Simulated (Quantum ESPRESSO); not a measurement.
# LiF (Griceite) (Fm-3m) in Quantum ESPRESSO: further runs, part 4 of 4

Quantum ESPRESSO 7.5. Earlier steps stand in the parts before.

### 5 Phonons, LDA, target pressure 10 GPa, at which the enthalpy is minimised

Contents of pw.in:

```
&CONTROL
  calculation = 'scf'
  prefix = 'pwscf'
  outdir = './tmp'
  pseudo_dir = './pseudo'
  tprnfor = .true.
  tstress = .true.
  disk_io = 'low'
/
&SYSTEM
  ibrav = 0
  nat = 2
  ntyp = 2
  ecutwfc = 84
  nbnd = 10
  occupations = 'smearing'
  smearing = 'fd'
  degauss = 0.00367493
/
&ELECTRONS
  conv_thr = 4d-10
  electron_maxstep = 120
  mixing_beta = 0.5
/
ATOMIC_SPECIES
F     18.9984 F.upf
Li     6.9400 Li.upf
CELL_PARAMETERS angstrom
   0.0000000000    2.0140000000    2.0140000000
   2.0140000000    0.0000000000    2.0140000000
   2.0140000000    2.0140000000    0.0000000000
ATOMIC_POSITIONS angstrom
F      2.0140000000    2.0140000000    2.0140000000
Li     0.0000000000    0.0000000000    0.0000000000
K_POINTS automatic
6 6 6 1 1 1
```

Contents of relax.in:

```
&CONTROL
  calculation = 'vc-relax'
  prefix = 'pwscf'
  outdir = './tmp'
  pseudo_dir = './pseudo'
  tprnfor = .true.
  tstress = .true.
  disk_io = 'low'
  nstep = 40
  forc_conv_thr = 0.0001
  etot_conv_thr = 1d-06
/
&SYSTEM
  ibrav = 0
  nat = 2
  ntyp = 2
  ecutwfc = 84
  nbnd = 10
  occupations = 'smearing'
  smearing = 'fd'
  degauss = 0.00367493
/
&ELECTRONS
  conv_thr = 4d-10
  electron_maxstep = 120
  mixing_beta = 0.5
/
&IONS
  ion_dynamics = 'bfgs'
/
&CELL
  cell_dynamics = 'bfgs'
  press = 100
  press_conv_thr = 0.2
/
ATOMIC_SPECIES
F     18.9984 F.upf
Li     6.9400 Li.upf
CELL_PARAMETERS angstrom
   0.0000000000    2.0140000000    2.0140000000
   2.0140000000    0.0000000000    2.0140000000
   2.0140000000    2.0140000000    0.0000000000
ATOMIC_POSITIONS angstrom
F      2.0140000000    2.0140000000    2.0140000000
Li     0.0000000000    0.0000000000    0.0000000000
K_POINTS automatic
6 6 6 1 1 1
```

Contents of scf2.in:

```
&CONTROL
  calculation = 'scf'
  prefix = 'pwscf'
  outdir = './tmp'
  pseudo_dir = './pseudo'
  tprnfor = .true.
  tstress = .true.
  disk_io = 'low'
/
&SYSTEM
  ibrav = 0
  nat = 2
  ntyp = 2
  ecutwfc = 84
  nbnd = 10
  occupations = 'fixed'
/
&ELECTRONS
  conv_thr = 1d-13
  electron_maxstep = 120
  mixing_beta = 0.5
  startingpot = 'file'
  startingwfc = 'file'
/
ATOMIC_SPECIES
F     18.9984 F.upf
Li     6.9400 Li.upf
CELL_PARAMETERS angstrom
   0.0000000000    1.8921941094    1.8921941094
   1.8921941094    0.0000000000    1.8921941094
   1.8921941094    1.8921941094    0.0000000000
ATOMIC_POSITIONS angstrom
F      1.8921941094    1.8921941094    1.8921941094
Li     0.0000000000    0.0000000000    0.0000000000
K_POINTS automatic
6 6 6 1 1 1
```

Contents of ph.in:

```
phonons of LiF
&INPUTPH
  prefix = 'pwscf'
  outdir = './tmp'
  tr2_ph = 1d-18
  fildyn = 'dyn'
  niter_ph = 90
  alpha_mix(1) = 0.7
  epsil = .true.
/
0.0000000000 0.0000000000 0.0000000000
```

Contents of dynmat.in:

```
&INPUT
  fildyn = 'dyn'
  asr = 'crystal'
  lperm = .true.
  filout = 'dynmat.disp'
  fileig = 'dynmat.eig'
/
```

Contents of dynmat_lo.in:

```
&INPUT
  fildyn = 'dyn'
  asr = 'crystal'
  filout = 'dynmat_lo.disp'
  fileig = 'dynmat_lo.eig'
  q(1) = 0
  q(2) = 0
  q(3) = 1
/
```

Potentials or basis: PseudoDojo 0.4.1 SR LDA standard.

Started as:

```
$ OMP_NUM_THREADS=1 pw.x -in pw.in > pw.out
$ OMP_NUM_THREADS=1 pw.x -in relax.in > relax.out
$ OMP_NUM_THREADS=1 pw.x -in scf2.in > scf2.out
$ OMP_NUM_THREADS=1 ph.x -in ph.in > ph.out
$ OMP_NUM_THREADS=1 dynmat.x -in dynmat.in > dynmat.out
$ OMP_NUM_THREADS=1 dynmat.x -in dynmat_lo.in > dynmat_lo.out
```

pw.out:

```text
This program is part of the open-source Quantum ESPRESSO suite
     for quantum simulation of materials; please cite
[... 9 lines left out ...]
     --------------------
     sticks:   dense  smooth     PW     G-vecs:    dense   smooth      PW
     Sum         673     673    211                11575    11575    2085

     Using Slab Decomposition

     bravais-lattice index     =            0
     lattice parameter (alat)  =       5.3824  a.u.
     unit-cell volume          =     110.2567 (a.u.)^3
     number of atoms/cell      =            2
     number of atomic types    =            2
     number of electrons       =        10.00
     number of Kohn-Sham states=           10
     kinetic-energy cutoff     =      84.0000  Ry
     charge density cutoff     =     336.0000  Ry
     scf convergence threshold =      4.0E-10
     mixing beta               =       0.5000
     number of iterations used =            8  plain     mixing
     Exchange-correlation= SLA  PW   NOGX NOGC
                           (   1   4   0   0   0   0   0)

     celldm(1)=   5.382367  celldm(2)=   0.000000  celldm(3)=   0.000000
     celldm(4)=   0.000000  celldm(5)=   0.000000  celldm(6)=   0.000000

[... 8 lines left out ...]
               b(3) = (  0.707107  0.707107 -0.707107 )

     PseudoPot. # 1 for F  read from file:
     F.upf
     Pseudo is Norm-conserving + core correction, Zval =  7.0
     Generated using ONCVPSP code by D. R. Hamann
     Using radial grid of  824 points,  5 beta functions with:
                l(1) =   0
                l(2) =   0
                l(3) =   1
                l(4) =   1
                l(5) =   2

[... 52 lines left out ...]

     Dense  grid:    11575 G-vectors     FFT dimensions: (  32,  32,  32)

     Initial potential from superposition of free atoms

     starting charge       9.9953, renormalised to      10.0000
     Starting wfcs are    6 randomized atomic wfcs +    4 random wfcs

     Self-consistent Calculation

     iteration #  1     ecut=    84.00 Ry     beta= 0.50
     Davidson diagonalization with overlap
     ethr =  1.00E-02,  avg # of iterations =  5.0

     total energy              =     -63.63145686 Ry
     estimated scf accuracy    <       0.10412869 Ry
[... 50 lines left out ...]
     iteration #  9     ecut=    84.00 Ry     beta= 0.50
     Davidson diagonalization with overlap
     ethr =  7.75E-12,  avg # of iterations =  2.0

     End of self-consistent calculation

          k = 0.0589 0.0589 0.0589 (  1435 PWs)   bands (ev):

   -39.1749 -18.9809   0.2937   0.4844   0.4844   9.5678  21.8680  23.0324
    23.0324  25.3077
[... 73 lines left out ...]
   -39.0944 -18.2981  -2.4744  -0.5874  -0.4726  14.7566  16.3636  17.8523
    20.2119  20.8396

          k =-0.5303 0.1768-0.0589 (  1435 PWs)   bands (ev):

   -39.1026 -18.4118  -1.9478  -0.6921  -0.2281  13.5726  16.1229  18.5755
    19.8822  22.9775

          k =-0.4125 0.0589 0.0589 (  1429 PWs)   bands (ev):
[... 51 lines left out ...]
   -39.1052 -18.4896  -1.9202  -0.4475   0.1456  12.0111  16.1295  19.2101
    19.2268  28.2025

     the Fermi energy is     4.0638 ev

!    total energy              =     -63.66078924 Ry
     estimated scf accuracy    <          4.0E-12 Ry
     smearing contrib. (-TS)   =       0.00000000 Ry
     internal energy E=F+TS    =     -63.66078924 Ry

     The total energy is F=E-TS. E is the sum of the following terms:
     one-electron contribution =     -25.03635595 Ry
     hartree contribution      =      16.43543631 Ry
     xc contribution           =     -14.11159294 Ry
     ewald contribution        =     -40.94827666 Ry

     convergence has been achieved in   9 iterations

     Forces acting on atoms (cartesian axes, Ry/au):

     atom    1 type  1   force =     0.00000000    0.00000000   -0.00000000
     atom    2 type  2   force =    -0.00000000   -0.00000000    0.00000000

     Total force =     0.000000     Total SCF correction =     0.000000

     Computing stress (Cartesian axis) and pressure

          total   stress  (Ry/bohr**3)                   (kbar)     P=      -66.61
  -0.00045282  -0.00000000  -0.00000000          -66.61       -0.00       -0.00
  -0.00000000  -0.00045282  -0.00000000           -0.00      -66.61       -0.00
  -0.00000000  -0.00000000  -0.00045282           -0.00       -0.00      -66.61

=------------------------------------------------------------------------------=
   JOB DONE.
=------------------------------------------------------------------------------=
```

Run time: 82 s. Hardware: 1 thread of Arm Neoverse V2, shared host; peak memory 0.05 GiB.

Results:

```yaml
Free_energy: -866.1433 eV
Relaxed_volume: 6.77 Å³/atom
Relaxed_cell: a = 2.676 Å, b = 2.676 Å, c = 2.676 Å, α = 60.00°, β = 60.00°, γ = 60.00°
Space_group_after_relaxing_to_0.05_Å: Fm-3m (No. 225)
Pressure_after_relaxing: 10.0 GPa
Electronic_dielectric_tensor_diagonal: 2.14
Born_charges_mean_of_the_diagonal: F -1.03; Li +1.03 e
Highest_phonon_frequency_at_Γ_LO-TO_splitting_left_out: 428 cm⁻¹
Static_dielectric_tensor_diagonal: 6.29
```

The path:
| step | energy change (eV) | largest force (eV/Å) | pressure (GPa) | volume (Å³) |
| --- | --- | --- | --- | --- |
| 1 | 0.0000 | 0.0000 | -6.66 | 16.34 |
| 2 | -0.0325 | 0.0000 | -0.60 | 14.99 |
| 3 | 0.0392 | 0.0000 | 14.52 | 13.11 |
| 4 | 0.0014 | 0.0000 | 9.35 | 13.62 |
| 5 | 0.0054 | 0.0000 | 9.97 | 13.55 |
| 6 | 0.0056 | 0.0000 | 10.00 | 13.55 |

Final structure:
```
CELL_PARAMETERS angstrom
0.00000 1.89219 1.89219
1.89219 0.00000 1.89219
1.89219 1.89219 0.00000
ATOMIC_POSITIONS crystal
F 0.50000 0.50000 0.50000
Li 0.00000 0.00000 0.00000
```

Phonon frequencies in cm⁻¹ (negative: imaginary):
```csv
q point,frequencies
"(0.000, 0.000, 0.000)",1 1 1 428 428 428
```

Electronic dielectric tensor:
```
2.14 0.00 0.00
0.00 2.14 0.00
0.00 0.00 2.14
```

Born effective charge tensors (e):
atom 1, F
```
-1.03  0.00  0.00
 0.00 -1.03  0.00
 0.00  0.00 -1.03
```
atom 2, Li
```
1.03 0.00 0.00
0.00 1.03 0.00
0.00 0.00 1.03
```

Optical modes at Γ, degenerate ones joined, polar ones without the macroscopic field:
```
cm⁻¹  components  symmetry  active in  IR intensity, summed ((D/Å)²/amu)
 428           3       T1u         IR                              14.48
```

Zone-centre frequencies without and with the macroscopic field along z (cm⁻¹):
```tsv
	optical modes in rising order
without	428 428 428
with the field	428 428 734
```

Static dielectric tensor, electrons and zone-centre modes:
```
6.29 0.00 0.00
0.00 6.29 0.00
0.00 0.00 6.29
```

Caveat: the volume moved by over 15 % at a fixed basis, so the end points are rough; the cell is more than 3 GPa from zero pressure, which shifts response properties.

### 6 Phonons, LDA, target pressure 15 GPa, at which the enthalpy is minimised

pw.in is that of step 5.

relax.in: that of step 5 with these lines changed.

```diff
@@ -32,3 +32,3 @@
   cell_dynamics = 'bfgs'
-  press = 100
+  press = 150
   press_conv_thr = 0.2
```

scf2.in: that of step 5 with these lines changed.

```diff
@@ -28,7 +28,7 @@
 CELL_PARAMETERS angstrom
-   0.0000000000    1.8921941094    1.8921941094
-   1.8921941094    0.0000000000    1.8921941094
-   1.8921941094    1.8921941094    0.0000000000
+   0.0000000000    1.8693810337    1.8693810337
+   1.8693810337    0.0000000000    1.8693810337
+   1.8693810337    1.8693810337    0.0000000000
 ATOMIC_POSITIONS angstrom
-F      1.8921941094    1.8921941094    1.8921941094
+F      1.8693810337    1.8693810337    1.8693810337
 Li     0.0000000000    0.0000000000    0.0000000000
```

ph.in is that of step 5.

dynmat.in is that of step 5.

dynmat_lo.in is that of step 5.

Potentials or basis: PseudoDojo 0.4.1 SR LDA standard.

Started as:

```
$ OMP_NUM_THREADS=1 pw.x -in pw.in > pw.out
$ OMP_NUM_THREADS=1 pw.x -in relax.in > relax.out
$ OMP_NUM_THREADS=1 pw.x -in scf2.in > scf2.out
$ OMP_NUM_THREADS=1 ph.x -in ph.in > ph.out
$ OMP_NUM_THREADS=1 dynmat.x -in dynmat.in > dynmat.out
$ OMP_NUM_THREADS=1 dynmat.x -in dynmat_lo.in > dynmat_lo.out
```

pw.out:

```text
This program is part of the open-source Quantum ESPRESSO suite
     for quantum simulation of materials; please cite
[... 9 lines left out ...]
     --------------------
     sticks:   dense  smooth     PW     G-vecs:    dense   smooth      PW
     Sum         673     673    211                11575    11575    2085

     Using Slab Decomposition

     bravais-lattice index     =            0
     lattice parameter (alat)  =       5.3824  a.u.
     unit-cell volume          =     110.2567 (a.u.)^3
     number of atoms/cell      =            2
     number of atomic types    =            2
     number of electrons       =        10.00
     number of Kohn-Sham states=           10
     kinetic-energy cutoff     =      84.0000  Ry
     charge density cutoff     =     336.0000  Ry
     scf convergence threshold =      4.0E-10
     mixing beta               =       0.5000
     number of iterations used =            8  plain     mixing
     Exchange-correlation= SLA  PW   NOGX NOGC
                           (   1   4   0   0   0   0   0)
[... 227 lines left out ...]
    20.2119  20.8396

          k =-0.5303 0.1768-0.0589 (  1435 PWs)   bands (ev):

   -39.1026 -18.4118  -1.9478  -0.6921  -0.2281  13.5726  16.1229  18.5755
    19.8822  22.9775

          k =-0.4125 0.0589 0.0589 (  1429 PWs)   bands (ev):
[... 51 lines left out ...]
   -39.1052 -18.4896  -1.9202  -0.4475   0.1456  12.0111  16.1295  19.2101
    19.2268  28.2025

     the Fermi energy is     4.0638 ev

!    total energy              =     -63.66078924 Ry
     estimated scf accuracy    <          4.0E-12 Ry
     smearing contrib. (-TS)   =       0.00000000 Ry
     internal energy E=F+TS    =     -63.66078924 Ry

     The total energy is F=E-TS. E is the sum of the following terms:
     one-electron contribution =     -25.03635595 Ry
     hartree contribution      =      16.43543631 Ry
     xc contribution           =     -14.11159294 Ry
     ewald contribution        =     -40.94827666 Ry

     convergence has been achieved in   9 iterations

     Forces acting on atoms (cartesian axes, Ry/au):

     atom    1 type  1   force =     0.00000000    0.00000000   -0.00000000
     atom    2 type  2   force =    -0.00000000   -0.00000000    0.00000000

     Total force =     0.000000     Total SCF correction =     0.000000

     Computing stress (Cartesian axis) and pressure

          total   stress  (Ry/bohr**3)                   (kbar)     P=      -66.61
  -0.00045282  -0.00000000  -0.00000000          -66.61       -0.00       -0.00
  -0.00000000  -0.00045282  -0.00000000           -0.00      -66.61       -0.00
  -0.00000000  -0.00000000  -0.00045282           -0.00       -0.00      -66.61

=------------------------------------------------------------------------------=
   JOB DONE.
=------------------------------------------------------------------------------=
```

relax.out:

```text
This program is part of the open-source Quantum ESPRESSO suite
     for quantum simulation of materials; please cite
[... 9 lines left out ...]
     --------------------
     sticks:   dense  smooth     PW     G-vecs:    dense   smooth      PW
     Sum         673     673    211                11575    11575    2085
[... 1910 lines left out ...]
   0.00101983   0.00000000   0.00000000          150.02        0.00        0.00
   0.00000000   0.00101983   0.00000000            0.00      150.02        0.00
   0.00000000   0.00000000   0.00101983            0.00        0.00      150.02

=------------------------------------------------------------------------------=
   JOB DONE.
=------------------------------------------------------------------------------=
```

scf2.out:

```text
This program is part of the open-source Quantum ESPRESSO suite
     for quantum simulation of materials; please cite
[... 9 lines left out ...]
     --------------------
     sticks:   dense  smooth     PW     G-vecs:    dense   smooth      PW
     Sum         583     583    187                 9257     9257    1687
[... 278 lines left out ...]
   0.00101982   0.00000000   0.00000000          150.02        0.00        0.00
   0.00000000   0.00101982   0.00000000            0.00      150.02        0.00
   0.00000000   0.00000000   0.00101982            0.00        0.00      150.02

=------------------------------------------------------------------------------=
   JOB DONE.
=------------------------------------------------------------------------------=
```

Wall time 81 s (1 thread of Arm Neoverse V2, shared host); peak memory 0.05 GiB.

Results:

| Item | Value |
| --- | --- |
| Free energy | -866.1057 eV |
| Relaxed volume | 6.53 Å³/atom |
| Relaxed cell | a = 2.644 Å, b = 2.644 Å, c = 2.644 Å, α = 60.00°, β = 60.00°, γ = 60.00° |
| Space group after relaxing (to 0.05 Å) | Fm-3m (No. 225) |
| Pressure after relaxing | 15.0 GPa |
| Electronic dielectric tensor (diagonal) | 2.15 |
| Born charges (mean of the diagonal) | F -1.03; Li +1.03 e |
| Highest phonon frequency at Γ, LO-TO splitting left out | 462 cm⁻¹ |
| Static dielectric tensor (diagonal) | 5.81 |

The path:
| step | energy change (eV) | largest force (eV/Å) | pressure (GPa) | volume (Å³) |
| --- | --- | --- | --- | --- |
| 1 | 0.0000 | 0.0000 | -6.66 | 16.34 |
| 2 | -0.0312 | 0.0000 | 1.76 | 14.60 |
| 3 | 0.1063 | 0.0000 | 21.90 | 12.51 |
| 4 | 0.0349 | 0.0000 | 13.98 | 13.16 |
| 5 | 0.0427 | 0.0000 | 14.94 | 13.07 |
| 6 | 0.0432 | 0.0000 | 15.00 | 13.07 |

Final structure:
```yaml
crystal:
  lattice:
    - [0.00000, 1.86938, 1.86938]
    - [1.86938, 0.00000, 1.86938]
    - [1.86938, 1.86938, 0.00000]
  atoms:
    - { symbol: F, position: [0.50000, 0.50000, 0.50000] }
    - { symbol: Li, position: [0.00000, 0.00000, 0.00000] }
```

Levels at points of the mesh, in eV from the valence-band top:
```
           k point  band 1  band 2  band 3  band 4  band 5  band 6  band 7  band 8  band 9  band 10
(0.08, 0.08, 0.08)  -39.35  -20.11   -0.23    0.00    0.00   11.41   23.62   25.13   25.13    27.43
```

Phonon frequencies in cm⁻¹ (negative: imaginary):
```csv
q point,frequencies
"(0.000, 0.000, 0.000)",-1 -1 -1 462 462 462
```

Electronic dielectric tensor:
```
2.15 0.00 0.00
0.00 2.15 0.00
0.00 0.00 2.15
```

Born effective charge tensors (e):
atom 1, F
```
-1.03  0.00  0.00
 0.00 -1.03  0.00
 0.00  0.00 -1.03
```
atom 2, Li
```
1.03 0.00 0.00
0.00 1.03 0.00
0.00 0.00 1.03
```

Optical modes at Γ, degenerate ones joined, polar ones without the macroscopic field:
```
cm⁻¹  components  symmetry  active in  IR intensity, summed ((D/Å)²/amu)
 462           3       T1u         IR                              14.37
```

Zone-centre frequencies without and with the macroscopic field along z (cm⁻¹):
```tsv
	optical modes in rising order
without	462 462 462
with the field	462 462 759
```

Static dielectric tensor, electrons and zone-centre modes:
```
5.81 0.00 0.00
0.00 5.81 0.00
0.00 0.00 5.81
```

Caveat: the volume moved by over 15 % at a fixed basis, so the end points are rough; the cell is more than 3 GPa from zero pressure, which shifts response properties.

### 7 Overview

| cell | pressure (GPa) |
| --- | --- |
| relaxed | 0.0 |
| relaxed to 2 GPa | 2.0 |
| relaxed to 5 GPa | 5.0 |
| relaxed to 10 GPa | 10.0 |
| relaxed to 15 GPa | 15.0 |

Alike in all rows: task phonons; level LDA; potentials or basis PseudoDojo 0.4.1 SR LDA standard; no spin polarisation; k mesh 6 × 6 × 6, shifted; cutoff (eV) 1143; smearing fermi-dirac 0.05 eV.

Caveats: the cell is more than 3 GPa from zero pressure, which shifts response properties (some runs); the volume moved by over 15 % at a fixed basis, so the end points are rough (some runs).

Absolute energies hang on the potentials; compare differences alone.

### 8 Comparison with measurements

Step 2. Against the measured high-frequency dielectric constant of LiF, 1.93 (a printed reference work, monograph), the calculated 2.11 is off by +9.5 %.
